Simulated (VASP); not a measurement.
Set up this calculation in VASP 6.6.1, as the native input.

| Property | Result |
| --- | --- |
| Task | relaxation of cell and atoms |
| Functional | PBEsol |
| Potentials or basis | VASP PAW PBE potentials, release 64 (Cu) |
| Cutoff | 600 eV |
| k mesh | 18 × 18 × 18 |
| Occupations | methfessel-paxton, width 0.1 eV |
| Spin | no spin polarisation |
| Target pressure | 21.1 GPa |
| Further INCAR settings | ALGO = Normal; EDIFF = 1e-07; IBRION = 2; EDIFFG = -0.005; NSW = 90; ISIF = 3 |
| Target pressure | 21.1 GPa |

The structure of Cu lies in POSCAR:

```
Cu                                      
1.0
    0.0000000000      1.7259639944      1.7259639944
    1.7259639944      0.0000000000      1.7259639944
    1.7259639944      1.7259639944      0.0000000000
  Cu            
     1
Direct
     0.0000000000000000    0.0000000000000000    0.0000000000000000
```

One way to write it, as run:

INCAR

```
SYSTEM = Cu
  ALGO = Normal
  EDIFF = 1E-7
  EDIFFG = -0.005
  ENCUT = 600
  GGA = PS
  IBRION = 2
  ISIF = 3
  ISMEAR = 1
  LASPH = .True.
  LCHARG = .False.
  LREAL = .False.
  LWAVE = .False.
  NELM = 80
  NSW = 90
  PREC = Accurate
  PSTRESS = 211.0
  SIGMA = 0.1
```

KPOINTS

```
k-points
0
Gamma
  18 18 18
  0 0 0
```

Potentials or basis: VASP PAW PBE potentials, release 64 (Cu).

The run is started by

```sh
$ cat potpaw_PBE.64/Cu/POTCAR > POTCAR
$ mpirun -np 1 vasp_std > vasp.out
```

Results of the run:

```yaml
Relaxed_volume: 10.29 Å³/atom
Relaxed_cell: a = 2.441 Å, b = 2.441 Å, c = 2.441 Å, α = 60.00°, β = 60.00°, γ = 60.00°
Space_group_after_relaxing_to_0.05_Å: Fm-3m (No. 225)
Energy_change_on_relaxing_the_enthalpy_is_what_falls: -0.3 meV/atom
Ionic_steps: 3
Pressure_after_relaxing: 21.1 GPa
Band_gap_on_the_k_mesh: none (metal or under the smearing width)
```

Caveat: the cell is relaxed towards a set pressure, so the enthalpy falls and the energy may rise; the PAW data sets were made with another functional, which shifts forces and pressure a little.

Wall time 29 s on 1 thread of Intel(R) Xeon(R) Platinum 8259CL CPU @ 2.50GHz (Skylake/Cascade Lake), on a shared host, peak memory 0.14 GiB.
